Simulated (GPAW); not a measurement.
# AlN (P6_3mc) in GPAW: settings compared

The runs below take AlN through band structure, with PBE, LDA, optPBE-vdW.

Program: GPAW 26.7.0. These are calculated values, not measurements. Logs are shortened: lines on timing, memory, paths and dates and some standing lists are left out, and cuts for length are marked. The log counts tension as positive stress, the text compression.

**Measured values to compare with.**

From “Self-assembly of well-separated AlN nanowires directly on sputtered metallic TiN films”, 2019, arxiv:1910.07391, for a bulk crystal of AlN at 10 K: band gap 6.034 eV (an exciton energy, a little under the gap).

“Structural and optical properties of self-assembled AlN nanowires grown on SiO2/Si substrates by molecular beam epitaxy”, 2024, arxiv:2402.00216 quotes, for a bulk crystal of AlN at 0 K: band gap 6.0343 eV (an exciton energy, a little under the gap).

The results are compared with them further down.

**1. Starting point**

The structure is hexagonal, space group P6_3mc (No. 186). The conventional cell has a = 3.113 Å, b = 3.113 Å, c = 4.981 Å, α = 90.00°, β = 90.00°, γ = 120.00°. Al (site symmetry 3m) is surrounded by 4 N at 1.89 Å. N (site symmetry 3m) is surrounded by 4 Al at 1.89 Å.

**2. Band structure, PBE**

run.py reads:

```python
from ase.dft.bandgap import bandgap
from ase.io import write
from ase.spacegroup import crystal
from ase.units import GPa
from gpaw import GPAW, PW, setup_paths

setup_paths.insert(0, '.')

# Al 2b
# N 2b
atoms = crystal(['Al', 'N'],
                basis=[[0.6666666667, 0.3333333333, 0.5],
                       [0.6666666667, 0.3333333333, 0.88]],
                spacegroup=186, setting=1,  # P6_3mc
                cellpar=[3.113, 3.113, 4.981, 90.0, 90.0, 120.0],
                primitive_cell=True)

calc = GPAW(mode=PW(1100),
            xc='PBE',
            kpts={'size': (7, 7, 4), 'gamma': True},
            occupations={'name': 'fermi-dirac', 'width': 0.05},
            setups='sg15',
            nbands=-10,
            convergence={'density': 1e-05, 'energy': 1e-05},
            maxiter=150,
            txt='gpaw.txt')
atoms.calc = calc
energy = atoms.get_potential_energy()
forces = atoms.get_forces()
stress = atoms.get_stress()
calc.write('gs.gpw')
write('result.traj', atoms)
print(f'Energy: {energy:.6f} eV')
print('Forces (eV/A):')
print(forces.round(4))
print('Stress (GPa):', (stress / GPa).round(3))
print('Fermi level:', round(calc.get_fermi_level(), 4), 'eV')
print(f'Gap: {bandgap(calc)[0]:.4f} eV, direct: {bandgap(calc, direct=True)[0]:.4f} eV')

path = atoms.cell.bandpath('GMKGALHA,LM,KH', npoints=80, eps=1e-4)
bs_calc = calc.fixed_density(kpts=path, symmetry='off', nbands=-20,
                             convergence={'bands': 'CBM+6.0', 'eigenstates': 1e-6}, txt='bands.txt')
bs = bs_calc.band_structure()
bs.write('bs.json')
print(f'Gap on the path: {bandgap(bs_calc)[0]:.4f} eV')
```

Potentials or basis: SG15 ONCV 1.2, pw.

The run is started by

```console
> OMP_NUM_THREADS=1 python run.py
```

gpaw.txt:

```text
__  _  _
 | _ |_)|_||  |
 |__||  | ||/\| - 26.7.0

Input parameters:
  mode=PW(ecut=1100.0),
  convergence={'density': 1e-05, 'energy': 1e-05},
  kpts=MonkhorstPack(size=(7, 7, 4), gamma=True),
  maxiter=150,
  nbands=-10,
  occupations=Occupations(name='fermi-dirac', width=0.05),
  setups={'default': 'sg15'},
  xc=XC(name='PBE')

Diagonalizing LCAO Hamiltonian
Converting LCAO to pw mode

           N

           Al
        N

        Al

Atoms  # Å, Bohr magnetons
|   | symbol |         x |        y |        z |    initial magnetic moments |
|---|--------|-----------|----------|----------|-----------------------------|
| 0 |     Al |  1.556500 | 0.898646 | 2.490500 | ( 0.0000,  0.0000,  0.0000) |
| 1 |     Al | -0.000000 | 1.797291 | 0.000000 | ( 0.0000,  0.0000,  0.0000) |
| 2 |      N |  1.556500 | 0.898646 | 4.383280 | ( 0.0000,  0.0000,  0.0000) |
| 3 |      N | -0.000000 | 1.797291 | 1.892780 | ( 0.0000,  0.0000,  0.0000) |

Unit cell  # Å
| periodic |         x |        y |        z |  lengths |     angles |
|----------|-----------|----------|----------|----------|------------|
|      yes |  3.113000 | 0.000000 | 0.000000 | 3.113000 |  90.000000 |
|      yes | -1.556500 | 2.695937 | 0.000000 | 3.113000 |  90.000000 |
|      yes |  0.000000 | 0.000000 | 4.981000 | 4.981000 | 120.000000 |

Number of symmetries: 6
Symmetry operations  # r_c * U_cc + t_c -> r_c
|   | kind |            matrix            |
|---|------|------------------------------|
| 0 |  σ   |  1, 1, 0,  0,-1, 0,  0, 0, 1 |
| 1 |  E   |  1, 0, 0,  0, 1, 0,  0, 0, 1 |
| 2 |  C3  |  0, 1, 0, -1,-1, 0,  0, 0, 1 |
| 3 |  σ   |  0,-1, 0, -1, 0, 0,  0, 0, 1 |
| 4 |  σ   | -1, 0, 0,  1, 1, 0,  0, 0, 1 |
| 5 |  C3  | -1,-1, 0,  1, 0, 0,  0, 0, 1 |

BZ-sampling:
  Number of BZ points: 196
  Number of IBZ points: 28

  Monkhorst-Pack size: [7, 7, 4]
  Monkhorst-Pack shift: [0.0, 0.0, 0.125]

K-points  # in reciprocal-cell coordinates
|     |                                coordinates |     weight |
|-----|--------------------------------------------|------------|
|   0 | (  0.00000000,   0.00000000,   0.00000000) | 0.00510204 |
|   1 | (  0.00000000,   0.00000000,   0.25000000) | 0.01020408 |
|   2 | (  0.00000000,   0.00000000,   0.50000000) | 0.00510204 |
|   3 | (  0.14285714,   0.00000000,  -0.25000000) | 0.03061224 |
|   4 | (  0.14285714,   0.00000000,   0.00000000) | 0.03061224 |
|   5 | (  0.14285714,   0.00000000,   0.25000000) | 0.03061224 |
|   6 | (  0.14285714,   0.00000000,   0.50000000) | 0.03061224 |
|   7 | (  0.28571429,  -0.14285714,   0.00000000) | 0.03061224 |
|   8 | (  0.28571429,  -0.14285714,   0.25000000) | 0.06122449 |
|   9 | (  0.28571429,  -0.14285714,   0.50000000) | 0.03061224 |
| ... |                                            |            |
|  27 | (  0.42857143,   0.42857143,   0.50000000) | 0.03061224 |

Plane wave coefficients: 3513
Cutoff: 1100.0 eV

Spin-components: 1 (collinear spins)
Bands:           26
Projectors:      16
Spin-degeneracy: 2
Datatype:        complex128

Parallelization:
  kpt:    1
  domain: 1
  band:   1

Density:
  Valence electrons: 32.0
  Components: 1
  Grid points: [24 24 40]
  Charge: 0.0  # |e|

Potential:
  Grid points: [24 24 40]

species:
  Norm-conserving UPF setup:
    Element:   Al
    Z:         13
    Valence: 11.0
  Projectors:
    l=0 rcut=2.45
    l=0 rcut=2.45
    l=1 rcut=2.45
    l=1 rcut=2.45
  No states stored on this setup
  Local potential cutoff: 2.5
  Comp charge cutoff:     2.5
  File: ./Al_ONCV_PBE-1.2.upf

    LCAO basis set for Al:
      Name: atompaw.sz
      This basis set was not loaded from a file
      Number of radial functions: 4
      Number of spherical harmonics: 8
        l=0, rc=8.9500 Bohr: 2s e=-3.952 f=2.000
        l=0, rc=8.9500 Bohr: 3s e=-0.286 f=2.000
        l=1, rc=8.9500 Bohr: 2p e=-2.532 f=6.000
        l=1, rc=8.9500 Bohr: 3p e=-0.096 f=1.000
      Number of RI-basis functions 0

  Norm-conserving UPF setup:
    Element:    N
    Z:          7
    Valence:  5.0
  Projectors:
    l=0 rcut=1.63
    l=0 rcut=1.63
    l=1 rcut=1.63
    l=1 rcut=1.63
  No states stored on this setup
  Local potential cutoff: 1.44
  Comp charge cutoff:     1.44
  File: ./N_ONCV_PBE-1.2.upf

    LCAO basis set for N:
      Name: atompaw.sz
      This basis set was not loaded from a file
      Number of radial functions: 2
      Number of spherical harmonics: 4
        l=0, rc=8.9500 Bohr: 2s e=-0.683 f=2.000
        l=1, rc=8.9500 Bohr: 2p e=-0.263 f=3.000
      Number of RI-basis functions 0

Reference energy: 0.000000  # eV

eigensolver:
  PPCG
  Converge bands: occupied
  niter=2

density mixing:
  MSR1-Mixer
  Pratt-step length: 0.05
  Maximum mixing coefficient: 0.75
  Old densities: 10
  SVD Regularization: 0.005
  Good broyden scale: 1.0
  Trust region scale: 1.0
  Backstep threshold: 4.0
  History deletion threshold: 6.0
  Fourier metric: weight=20.0, sigma=0.015

occupation numbers:
  Fermi-Dirac:
    width: 0.0500  # eV

poisson solver:
  ecut: 8800.0  # eV

xc functional:
  name: PBE with 2 nearest neighbor stencil

convergence criteria:
- Maximum integral of absolute [dens]ity change: 1e-05 electrons / valence electron
- Maximum [total energy] change in last 3 cyles: 1e-05 eV / valence electron
- Maximum integral of absolute [eigenst]ate change: 4e-08 eV^2 / valence electron
maximum number of iterations: 150

SCF iterations
|iter     | |      energy | eigst |  dens |
|---------|-|-------------|-------|-------|
|iter:   1| |-4319.149612 | +0.02 |       |
|iter:   2| |-4317.798359 | -1.60 | -0.81 |
|iter:   3| |-4313.646101 | -0.46 | -0.86 |
|iter:   4| |-4313.646503 | -2.48 | -1.52 |
|iter:   5| |-4313.648885 | -3.50 | -1.81 |
|iter:   6| |-4313.648960 | -5.46 | -3.13 |
|iter:   7| |-4313.648977c| -6.57 | -3.50 |
|iter:   8| |-4313.648977c| -7.79c| -4.69 |
|iter:   9| |-4313.648977c| -8.11c| -4.95 |
|iter:  10| |-4313.648977c| -8.57c| -5.36c|

Converged in 10 steps
Energy contributions relative to reference atoms: (reference = 0.000000)

Energy contributions:
  Kinetic:        1146.104778
  Coulomb:       -4345.783461
  Zero:           -543.073678
  External:          0.000000
  Xc:             -570.896616
  Entropy:          -0.000000
  Spinorbit:         0.000000
  ----------------------------
  Free energy:   -4313.648977
  Extrapolated:  -4313.648977

dipole moment: (0.000001, -0.000000, -25.784114)  # |e|*Ang

Fermi level: 6.837
Eigenvalues  # (at kpt = [0.000, 0.000, 0.000])
| band index |      eig [eV] | occ [0-2] |
|------------|---------------|-----------|
|          0 |       -95.034 |     2.000 |
|        ... |               |           |
|          8 |        -9.567 |     2.000 |
|          9 |        -7.406 |     2.000 |
|         10 |        -0.407 |     2.000 |
|         11 |         4.737 |     2.000 |
|         12 |         4.737 |     2.000 |
|         13 |         5.393 |     2.000 |
|         14 |         5.393 |     2.000 |
|         15 |         5.570 |     2.000 |
|         16 |         9.801 |     0.000 |
|         17 |        12.255 |     0.000 |
|         18 |        16.164 |     0.000 |
|         19 |        16.773 |     0.000 |
|         20 |        16.773 |     0.000 |
|         21 |        18.746 |     0.000 |
|         22 |        18.771 |     0.000 |
|         23 |        18.771 |     0.000 |
|        ... |               |           |
|         25 |        20.421 |     0.000 |

Gap: 4.231 eV
Transition (v -> c):
  (s=0, k=0, n=15, [0.00, 0.00, 0.00]) -> (s=0, k=0, n=16, [0.00, 0.00, 0.00])
No difference between direct/indirect transitions

Forces  # eV/Ang
|        x |        y |        z |
|----------|----------|----------|
|  0.00000 | -0.00000 | -0.12489 |  # Al   0
|  0.00000 |  0.00000 | -0.12498 |  # Al   1
| -0.00000 |  0.00000 |  0.12773 |  # N    2
|  0.00000 | -0.00000 |  0.12780 |  # N    3

Stress tensor  # eV/Ang^3
|         x |         y |         z |
|-----------|-----------|-----------|
| -0.015950 |  0.000000 | -0.000000 |
|  0.000000 | -0.015950 |  0.000000 |
| -0.000000 |  0.000000 | -0.026065 |

# Writing to gs.gpw (mode='')
```

stdout:

```text
Energy: -4313.648977 eV
Forces (eV/A):
[[ 0.     -0.     -0.1249]
 [ 0.      0.     -0.125 ]
 [-0.      0.      0.1277]
 [ 0.     -0.      0.1278]]
Stress (GPa): [-2.556 -2.556 -4.176  0.    -0.     0.   ]
Fermi level: 6.8372 eV
Gap: 4.2313 eV, direct: 4.2313 eV
Gap on the path: 4.2313 eV
```

bands.txt:

```text
Diagonalizing LCAO Hamiltonian
Converting LCAO to pw mode
convergence criteria:
- Maximum integral of absolute [eigenst]ate change: 1e-06 eV^2 / valence electron
maximum number of iterations: 150

SCF iterations
|iter     | |      energy | eigst |  dens |
|---------|-|-------------|-------|-------|
[... 87 lines left out ...]
         [0.5       , 0.        , 0.        ],
         [0.33333333, 0.33333333, 0.        ],
         [0.33333333, 0.33333333, 0.08333333],
         [0.33333333, 0.33333333, 0.16666667],
         [0.33333333, 0.33333333, 0.25      ],
         [0.33333333, 0.33333333, 0.33333333],
         [0.33333333, 0.33333333, 0.41666667],
         [0.33333333, 0.33333333, 0.5       ]])),
  maxiter=150,
  nbands=-20,
  occupations=Occupations(name='fermi-dirac', width=0.05),
  setups={'default': 'sg15'},
  symmetry=Symmetry(point_group=False, time_reversal=False),
  xc=XC(name='PBE')
```

Run time: 2.3 min. Hardware: 1 thread of Arm Neoverse V1, shared host; peak memory 0.47 GiB.

What came out:

* Free energy: -4313.6490 eV
* Pressure: 3.1 GPa
* Largest force: 0.128 eV/Å
* Band gap on the k mesh: 4.23 eV, direct
* Band gap along the path: 4.23 eV, direct

Forces on the atoms (eV/Å):
```
Al   0.000  0.000 -0.125
Al   0.000  0.000 -0.125
N    0.000  0.000  0.128
N    0.000  0.000  0.128
```

Levels at the corners of the path, in eV from the valence-band top:
| point | band 12 | band 13 | band 14 | band 15 | band 16 | band 17 | band 18 | band 19 | band 20 |
| --- | --- | --- | --- | --- | --- | --- | --- | --- | --- |
| Γ | -0.83 | -0.83 | -0.18 | -0.18 | 0.00 | 4.23 | 6.68 | 10.59 | 11.20 |
| M | -4.13 | -3.34 | -2.07 | -1.77 | -0.66 | 5.84 | 5.86 | 8.22 | 10.32 |
| K | -3.76 | -3.76 | -2.42 | -2.38 | -2.38 | 5.09 | 8.40 | 9.72 | 9.72 |
| Γ | -0.83 | -0.83 | -0.18 | -0.18 | 0.00 | 4.23 | 6.68 | 10.59 | 11.20 |
| A | -3.31 | -0.51 | -0.51 | -0.51 | -0.51 | 6.47 | 6.47 | 10.35 | 10.35 |
| L | -5.57 | -1.44 | -1.44 | -1.35 | -1.35 | 5.34 | 5.34 | 9.34 | 9.34 |
| H | -4.82 | -3.83 | -3.83 | -0.79 | -0.79 | 7.46 | 7.46 | 7.89 | 7.89 |
| A | -3.31 | -0.51 | -0.51 | -0.51 | -0.51 | 6.47 | 6.47 | 10.35 | 10.35 |
| L | -5.57 | -1.44 | -1.44 | -1.35 | -1.35 | 5.34 | 5.34 | 9.34 | 9.34 |
| M | -4.13 | -3.34 | -2.07 | -1.77 | -0.66 | 5.84 | 5.86 | 8.22 | 10.32 |
| K | -3.76 | -3.76 | -2.42 | -2.38 | -2.38 | 5.09 | 8.40 | 9.72 | 9.72 |
| H | -4.82 | -3.83 | -3.83 | -0.79 | -0.79 | 7.46 | 7.46 | 7.89 | 7.89 |

(Part 1 of 2 ends here.)
